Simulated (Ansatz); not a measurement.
**ZnS: experiment and calculation**

**Experimental background.**

“Photocatalytic Degradation of Rhodamine B Dye and Hydrogen Evolution by Hydrothermally Synthesized NaBH4—Spiked ZnS Nanostructures”, 2022, pmc:9046778 quotes, for a bulk crystal of ZnS: lattice constant a 5.409 Å.

From “Electronic, vibrational, and thermodynamic properties of ZnS (zincblende and rocksalt structure)”, 2009, arxiv:0911.5022, for a bulk crystal of ZnS: band gap 3.85 eV (direct) at 19 K; bulk modulus 76.9 GPa.

The results are compared with them further down.

Computed with DFT r2SCAN, scalar-relativistic, plane waves, PAW (Ansatz 0.2.0).

Cutoff 500 eV; k points 8×8×8 on the computed 2-atom cell (Γ-centred); Gaussian smearing, width 0.02 eV; no spin polarisation.

Relaxed structure, symmetry kept:

```cif
data_structure
_symmetry_space_group_name_H-M 'F-43m'
_symmetry_Int_Tables_number 216
_cell_length_a 5.3891
_cell_length_b 5.3891
_cell_length_c 5.3891
_cell_angle_alpha 90.000
_cell_angle_beta 90.000
_cell_angle_gamma 90.000
_cell_volume 156.51
loop_
_atom_site_label
_atom_site_type_symbol
_atom_site_symmetry_multiplicity
_atom_site_Wyckoff_symbol
_atom_site_fract_x
_atom_site_fract_y
_atom_site_fract_z
_atom_site_occupancy
Zn1 Zn 4 d 0.25000 0.25000 0.75000 1
S1 S 4 a 0.00000 0.00000 0.00000 1
```

```json
{"Space group": "F-43m (No. 216)", "Volume per atom": "19.56 Å³", "Formation energy from the elements' standard states (uncorrected)": "-0.982 eV/atom", "Generalised Kohn–Sham band gap": "2.70 eV, direct at Γ", "Löwdin character of the top 1 eV of the valence band": "S 3p 87 %, Zn 3d 9 %", "Löwdin character of the lowest 1 eV of the conduction band": "Zn 4s 57 %, S 3s 26 %, S 3p 12 %, unprojected 5 %", "Electron masses at the edge by Cartesian direction of the standard setting (m_e; degenerate bands sorted by energy; no spin-orbit coupling)": "x: 0.19; y: 0.19; z: 0.19", "Hole masses at the edge by Cartesian direction of the standard setting (m_e; degenerate bands sorted by energy; no spin-orbit coupling)": "x: 0.68, 0.68, 0.21; y: 0.68, 0.68, 0.21; z: 0.68, 0.68, 0.21", "Bulk modulus": "79 GPa", "Its pressure derivative": "4.3", "Bader charges (e)": "Zn (1 in the cell) 0.96, S (1 in the cell) -0.96"}
```

Against the measured lattice constant a of ZnS, 5.409 Å (quoted in the paper above), the calculated 5.389 Å is off by -0.4 %. The calculation is for 0 K without zero-point motion. Measured band gap of ZnS: 3.85 eV (direct; 19 K; quoted in the paper above). This calculation gives 2.70 eV (-1.15 eV). Kohn–Sham gaps of semilocal functionals fall short of measured ones as a rule. A measured bulk modulus of ZnS is 76.9 GPa (quoted in the paper above); the calculated 79 GPa misses it by +2.2 %.

Cost: 8 runs of about 2 core-minutes in all, on AMD EPYC 7R43 (Zen 3) (shared hosts).